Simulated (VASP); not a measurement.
# CdF2 (Fm-3m) in VASP: settings compared

The runs below take CdF2 through single point, with PBE, r2SCAN.

Everything below comes from runs of VASP 6.6.1. Logs are shortened: lines on timing, memory, paths and dates and some standing lists are left out, and cuts for length are marked.

**1. Starting point**

Symmetry: Fm-3m, No. 225, cubic system. The conventional cell has a = 5.388 Å, b = 5.388 Å, c = 5.388 Å, α = 90.00°, β = 90.00°, γ = 90.00°. Around Cd (site symmetry m-3m) lie 8 F at 2.33 Å. F (site symmetry -43m) is surrounded by 4 Cd at 2.33 Å.

The cell was built by a generator and needn't be a form met in nature.

**2. Single point, PBE**

Input file INCAR:

```
ALGO     = Normal         # electronic algorithm
EDIFF    = 1E-6           # SCF threshold, eV
ENCUT    = 520            # plane-wave cutoff, eV
GGA      = PE             # functional
ISIF     = 2              # what is computed and relaxed
ISMEAR   = 0              # smearing method
LASPH    = True           # aspherical terms in the spheres
LCHARG   = True           # write CHGCAR
LELF     = True           # ELF
LREAL    = False          # projectors in reciprocal space
LVHAR    = True         
LWAVE    = False          # write WAVECAR
NBANDS   = 20             # bands
NELM     = 60             # most SCF steps
PREC     = Accurate       # precision mode
SIGMA    = 0.01           # smearing width, eV
```

Input file KPOINTS:

```
k-points
0
Gamma
  6 6 6
```

Input file POSCAR:

```
CdF2
1.0
    0.0000000000      2.6941776812      2.6941776812
    2.6941776812      0.0000000000      2.6941776812
    2.6941776812      2.6941776812      0.0000000000
Cd F
1 2
Direct
    0.0000000000      0.0000000000      0.0000000000
    0.2500000000      0.2500000000      0.2500000000
    0.7500000000      0.7500000000      0.7500000000
```

Potentials or basis: VASP PAW PBE potentials, release 64 (Cd, F).

Launch:

```
$ cat potpaw_PBE.64/Cd/POTCAR potpaw_PBE.64/F/POTCAR > POTCAR
$ mpirun -np 1 vasp_std > vasp.out
```

OUTCAR:

```text
EDIFF = 1E-6
   ENCUT = 520
   GGA = PE
   ISIF = 2
   ISMEAR = 0
   LASPH = True
   LREAL = False
   NELM = 60
   PREC = Accurate

 ion  position               nearest neighbor table
   1  0.000  0.000  0.000-   3 2.33   3 2.33   3 2.33   2 2.33   3 2.33   2 2.33   2 2.33   2 2.33

   2  0.250  0.250  0.250-   1 2.33   1 2.33   1 2.33   1 2.33
   3  0.750  0.750  0.750-   1 2.33   1 2.33   1 2.33   1 2.33

  LATTYP: Found a face centered cubic cell.
 ALAT       =     5.3883553624

  Lattice vectors:

 A1 = (   0.0000000000,   2.6941776812,   2.6941776812)
 A2 = (   2.6941776812,   0.0000000000,   2.6941776812)
 A3 = (   2.6941776812,   2.6941776812,   0.0000000000)

Analysis of symmetry for initial positions (statically):
=====================================================================
 Subroutine PRICEL returns:
 Original cell was already a primitive cell.

 Routine SETGRP: Setting up the symmetry group for a
 face centered cubic supercell.

 Subroutine GETGRP returns: Found 48 space group operations
 (whereof 48 operations were pure point group operations)
 out of a pool of 48 trial point group operations.

The static configuration has the point symmetry O_h .

Analysis of symmetry for dynamics (positions and initial velocities):
=====================================================================
 Subroutine PRICEL returns:
 Original cell was already a primitive cell.

 Routine SETGRP: Setting up the symmetry group for a
 face centered cubic supercell.

 Subroutine GETGRP returns: Found 48 space group operations
 (whereof 48 operations were pure point group operations)
 out of a pool of 48 trial point group operations.

The dynamic configuration has the point symmetry O_h .

 Subroutine INISYM returns: Found 48 space group operations
 (whereof 48 operations are pure point group operations),
 and found     1 'primitive' translations

----------------------------------------------------------------------------------------

                                     Primitive cell

  volume of cell :      39.1119

  direct lattice vectors                    reciprocal lattice vectors
     0.000000000  2.694177681  2.694177681    -0.185585384  0.185585384  0.185585384
[... 74 lines left out ...]
   LNONCOLLINEAR =      F non collinear calculations
   LSORBIT =      F    spin-orbit coupling
   LASPH  =      T    aspherical Exc in radial PAW
   ENCUT  =  520.0 eV  38.22 Ry    6.18 a.u.   7.08  7.08  7.08*2*pi/ulx,y,z
   NELM   =     60;   NELMIN=  2; NELMDL= -5     # of ELM steps
   EDIFF  = 0.1E-05   stopping-criterion for ELM
   LREAL  =      F    real-space projection
   EDIFFG = 0.1E-04   stopping-criterion for IOM
   NSW    =      0    number of steps for IOM
   IBRION =     -1    ionic relax: 0-MD 1-quasi-New 2-CG
   NFREE  =      0    steps in history (QN), initial steepest desc. (CG)
   ISIF   =      2    stress and relaxation
   ISYM   =      2    0-nonsym 1-usesym 2-fastsym
   POTIM  = 0.5000    time-step for ionic-motion
   TEBEG  =    0.0;   TEEND  =   0.0 temperature during run
   PSTRESS=    0.0 pullay stress
   NELECT =      26.0000    total number of electrons
   NUPDOWN=      -1.0000    fix difference up-down
   EMIN   =  10.00;   EMAX   =-10.00  energy-range for DOS
   EFERMI =   0.00;   METHOD = LEGACY
   ISMEAR =     0;   SIGMA  =   0.01  broadening in eV -4-tet -1-fermi 0-gaus
   EFERMI_NEDOS =   21; number of points for ismear=-14 and -15
   IALGO  =     38    algorithm
   IMIX   =      4    mixing-type and parameters
     AMIX     =   0.40;   BMIX     =  1.00
     AMIX_MAG =   1.60;   BMIX_MAG =  1.00
  volume/ion in A,a.u.               =      13.04        87.98
  Fermi-wavevector in a.u.,A,eV,Ry     =   1.428772  2.699988 27.774804  2.041391
  Thomas-Fermi vector in A             =   2.548798
   LORBIT       =      0    0 simple, 1 ext, 2 COOP (PROOUT), +10 PAW based schemes
   GGA     = PE    functional components
   LHFCALC =     F    Hartree Fock is set to
   AEXX    =    0.0000 exact exchange contribution
   IVDW    =     0    specifies the selected vdW correction
   LEPSILON=     F    determine dielectric tensor
   LRPA    =     F    only Hartree local field effects (RPA)
 non-spin polarized calculation
 Gauss-broadening in eV      SIGMA  =   0.01
  energy-cutoff  :      520.00
  volume of cell :       39.11
 maximum number of plane-waves:      1067
   NGX = 15   NGY = 15   NGZ = 15

 number of electron      25.9999990 magnetization

 Free energy of the ion-electron system (eV)
  ---------------------------------------------------
  ext. energy  EPLUGINS =         0.00000000
  ---------------------------------------------------
  free energy    TOTEN  =       -10.85977250 eV

  energy without entropy =      -10.85977250  energy(sigma->0) =      -10.85977250

 E-fermi :  -1.2263     XC(G=0): -10.4111

 val. band max:       -1.3325077022   @ k =  -0.3333   0.5000   0.1667
 cond. band min:       1.7542688634   @ k =   0.0000   0.0000   0.0000
 fundamental gap:      3.0867765657
 Fermi energy:        -1.2263033113

 k-point     1 :       0.0000    0.0000    0.0000
  band No.  band energies     occupation
      1     -22.1171      2.00000
      2     -21.0129      2.00000
      3      -6.9278      2.00000
      4      -6.9278      2.00000
      5      -6.9278      2.00000
      6      -5.7210      2.00000
[... 357 lines left out ...]
     19      18.9525      0.00000
     20      19.3904      0.00000

------------------------ aborting loop because EDIFF is reached ----------------------------------------

  FORCE on cell =-STRESS in cart. coord.  units (eV):
  Direction    XX          YY          ZZ          XY          YZ          ZX
  --------------------------------------------------------------------------------------
  -------------------------------------------------------------------------------------
  Total        1.5088787      1.5088787      1.5088787      0.0000000      0.0000000     -0.0000000
  in kB       61.8096403     61.8096403     61.8096403      0.0000000      0.0000000     -0.0000000
  external PRESSURE =      61.8096403 kB  Pullay stress =       0.0000000 kB

 VOLUME and BASIS-vectors are now :
 -----------------------------------------------------------------------------
  energy-cutoff  :      520.00
  volume of cell :       39.11
      direct lattice vectors                 reciprocal lattice vectors
     0.000000000  2.694177681  2.694177681    -0.185585384  0.185585384  0.185585384
     2.694177681  0.000000000  2.694177681     0.185585384 -0.185585384  0.185585384
     2.694177681  2.694177681  0.000000000     0.185585384  0.185585384 -0.185585384

 POSITION                                       TOTAL-FORCE (eV/Angst)
 -----------------------------------------------------------------------------------
      0.00000      0.00000      0.00000        -0.000000      0.000000     -0.000000
      1.34709      1.34709      1.34709        -0.000000     -0.000000     -0.000000
      4.04127      4.04127      4.04127         0.000000      0.000000      0.000000
 -----------------------------------------------------------------------------------
    total drift:                                0.000000      0.000000      0.000000

  FREE ENERGIE OF THE ION-ELECTRON SYSTEM (eV)
  ---------------------------------------------------
  free  energy   TOTEN  =       -10.8597725023 eV

  energy  without entropy=      -10.8597725023  energy(sigma->0) =      -10.85977250
```

OSZICAR:

```text
N       E                     dE             d eps       ncg     rms          rms(c)
DAV:   1     0.195731443276E+03    0.19573E+03   -0.15735E+04   648   0.133E+03
DAV:   2    -0.443793600356E+01   -0.20017E+03   -0.19149E+03   688   0.345E+02
DAV:   3    -0.125309254910E+02   -0.80930E+01   -0.80700E+01   728   0.748E+01
DAV:   4    -0.125668173235E+02   -0.35892E-01   -0.35889E-01   704   0.497E+00
DAV:   5    -0.125669477809E+02   -0.13046E-03   -0.13046E-03   704   0.274E-01    0.103E+01
DAV:   6    -0.108294110098E+02    0.17375E+01   -0.39818E+00   808   0.369E+01    0.742E+00
DAV:   7    -0.108747924564E+02   -0.45381E-01   -0.88436E-01   648   0.839E+00    0.427E+00
DAV:   8    -0.108680058089E+02    0.67866E-02   -0.13812E-01   664   0.350E+00    0.703E-01
DAV:   9    -0.108590770234E+02    0.89288E-02   -0.34400E-02   772   0.229E+00    0.876E-02
DAV:  10    -0.108596495194E+02   -0.57250E-03   -0.29160E-03   660   0.585E-01    0.120E-01
DAV:  11    -0.108597497202E+02   -0.10020E-03   -0.12252E-04   688   0.108E-01    0.367E-02
DAV:  12    -0.108597709412E+02   -0.21221E-04   -0.34727E-05   656   0.520E-02    0.185E-02
DAV:  13    -0.108597727400E+02   -0.17988E-05   -0.68252E-06   688   0.212E-02    0.330E-03
DAV:  14    -0.108597725023E+02    0.23769E-06   -0.56572E-07   552   0.943E-03
   1 F= -.10859773E+02 E0= -.10859773E+02  d E =-.323936E-52
```

stdout:

```text
POSCAR found type information on POSCAR CdF
 POSCAR found :  2 types and       3 ions
 scaLAPACK will be used
 LDA part: xc-table for (Slater+PW92), standard interpolation
 POSCAR, INCAR and KPOINTS ok, starting setup
 FFT: planning ... GRIDC
 FFT: planning ... GRID_SOFT
 FFT: planning ... GRID
 WAVECAR not read
 entering main loop
```

It took 20 s on 1 thread of Intel Xeon Platinum 8175M at 2.50GHz (Skylake/Cascade Lake), shared host; peak memory 0.15 GiB.

What came out:

```yaml
Free_energy: -10.8598 eV
Pressure: 6.2 GPa
Band_gap_on_the_k_mesh: 3.09 eV, indirect (least direct gap 3.57 eV)
```

Levels at points of the mesh, in eV from the valence-band top:
| k point | band 11 | band 12 | band 13 | band 14 | band 15 | band 16 |
| --- | --- | --- | --- | --- | --- | --- |
| (0.00, 0.00, 0.00) | -0.48 | -0.48 | -0.48 | 3.09 | 12.72 | 12.72 |
| (0.50, 0.00, 0.00) | -1.82 | -0.38 | -0.38 | 7.19 | 9.18 | 14.52 |
| (0.50, 0.50, 0.00) | -0.48 | -0.07 | -0.07 | 8.02 | 9.67 | 11.94 |

**3. Single point, r2SCAN**

POSCAR is that of step 2.

Input file INCAR.step1:

```
SYSTEM = CdF2
ALGO = Normal
EDIFF = 1E-4
ENCUT = 520
GGA = PE
ISMEAR = 0
LASPH = .True.
LCHARG = .False.
LREAL = .False.
LWAVE = .True.
NBANDS = 20
NELM = 60
PREC = Accurate
SIGMA = 0.01
```

Input file INCAR.step2:

```
SYSTEM = CdF2
ALGO = Normal
EDIFF = 1E-6
ENCUT = 520
ISIF = 2
ISMEAR = 0
ISTART = 1
LASPH = .True.
LCHARG = .False.
LMIXTAU = .True.
LREAL = .False.
LWAVE = .False.
METAGGA = R2SCAN
NBANDS = 20
NELM = 60
PREC = Accurate
SIGMA = 0.01
```

Input file KPOINTS:

```
k-points
0
Gamma
  6 6 6
  0 0 0
```

Potentials or basis: VASP PAW PBE potentials, release 64 (Cd, F).

Launch:

```
$ cat potpaw_PBE.64/Cd/POTCAR potpaw_PBE.64/F/POTCAR > POTCAR
$ cp INCAR.step1 INCAR
$ mpirun -np 1 vasp_std > vasp.out
$ cp INCAR.step2 INCAR
$ mpirun -np 1 vasp_std > vasp.out
```

Wall time 77 s (1 thread of Intel Xeon Platinum 8175M at 2.50GHz (Skylake/Cascade Lake), shared host); peak memory 0.16 GiB.

Results (log left out):

- Free energy: -33.7195 eV
- Pressure: 1.0 GPa
- Band gap on the k mesh: 3.77 eV, indirect (least direct gap 4.25 eV)

Levels at points of the mesh, in eV from the valence-band top:
| k point | band 10 | band 11 | band 12 | band 13 | band 14 | band 15 | band 16 | band 17 |
| --- | --- | --- | --- | --- | --- | --- | --- | --- |
| (0.00, 0.00, 0.00) | -0.97 | -0.48 | -0.48 | -0.48 | 3.77 | 13.63 | 13.63 | 13.63 |
| (0.50, 0.00, 0.00) | -1.83 | -1.83 | -0.38 | -0.38 | 8.00 | 9.72 | 15.61 | 15.61 |
| (0.50, 0.50, 0.00) | -2.95 | -0.49 | -0.07 | -0.07 | 8.89 | 10.56 | 12.20 | 15.32 |

Caveat: the PAW data sets were made with another functional, which shifts forces and pressure a little. r2SCAN opens gaps a little over a GGA but as a rule still falls short of measured ones.

**4. Single point, PBE**

Input file INCAR:

```
PREC = Accurate
ENCUT = 520
EDIFF = 1E-7
ISMEAR = 0
SIGMA = 0.01
LREAL = False
LASPH = True
NELM = 80
ALGO = Fast
ISIF = 2
LWAVE = False
LCHARG = False
GGA = PE
NBANDS = 20
```

Input file KPOINTS:

```
Automatic mesh
0
Gamma
  6 6 6
```

POSCAR is that of step 3.

Launch:

```
$ cat potpaw_PBE.64/Cd/POTCAR potpaw_PBE.64/F/POTCAR > POTCAR
$ mpirun -np 1 vasp_std > vasp.out
```

Wall time 25 s (1 thread of Intel Xeon Platinum 8175M at 2.50GHz (Skylake/Cascade Lake), shared host); peak memory 0.15 GiB.

The run converged. Its results:

| Property | Result |
| --- | --- |
| Free energy | -10.8598 eV |
| Pressure | 6.2 GPa |
| Band gap on the k mesh | 3.09 eV, indirect (least direct gap 3.57 eV) |

Levels at points of the mesh, in eV from the valence-band top:
```
           k point  band 9  band 10  band 11  band 12  band 13  band 14  band 15  band 16  band 17  band 18
(0.00, 0.00, 0.00)   -0.95    -0.95    -0.48    -0.48    -0.48     3.09    12.72    12.72    12.72    17.66
(0.50, 0.00, 0.00)   -2.25    -1.82    -1.82    -0.38    -0.38     7.19     9.18    14.52    14.52    18.20
(0.50, 0.50, 0.00)   -2.94    -2.94    -0.48    -0.07    -0.07     8.02     9.67    11.94    14.30    14.30
```

A k mesh can miss the band edges.

**5. Single point, PBE**

Input file INCAR:

```
PREC = Accurate ; ENCUT = 520
EDIFF = 1E-6 ; ISMEAR = 0
SIGMA = 0.01 ; LREAL = False
LASPH = True ; NELM = 100
ALGO = Normal ; ISIF = 2
LWAVE = False ; LCHARG = True
GGA = PE ; LELF = True
LVHAR = True ; NBANDS = 20
```

Input file KPOINTS:

```
regular mesh
0
Gamma
  6 6 6
```

POSCAR is that of step 4.

Launch:

```
$ cat potpaw_PBE.64/Cd/POTCAR potpaw_PBE.64/F/POTCAR > POTCAR
$ mpirun -np 1 vasp_std > vasp.out
```

Run time: 24 s. Hardware: 1 thread of Intel Xeon Platinum 8175M at 2.50GHz (Skylake/Cascade Lake), shared host; peak memory 0.16 GiB.

The run converged. Its results:

```
Free energy            : -10.8598 eV
Pressure               : 6.2 GPa
Band gap on the k mesh : 3.09 eV, indirect (least direct gap 3.57 eV)
```

Levels at points of the mesh, in eV from the valence-band top:
```csv
k point,band 10,band 11,band 12,band 13,band 14,band 15,band 16,band 17
"(0.00, 0.00, 0.00)",-0.95,-0.48,-0.48,-0.48,3.09,12.72,12.72,12.72
"(0.50, 0.00, 0.00)",-1.82,-1.82,-0.38,-0.38,7.19,9.18,14.52,14.52
"(0.50, 0.50, 0.00)",-2.94,-0.48,-0.07,-0.07,8.02,9.67,11.94,14.30
```
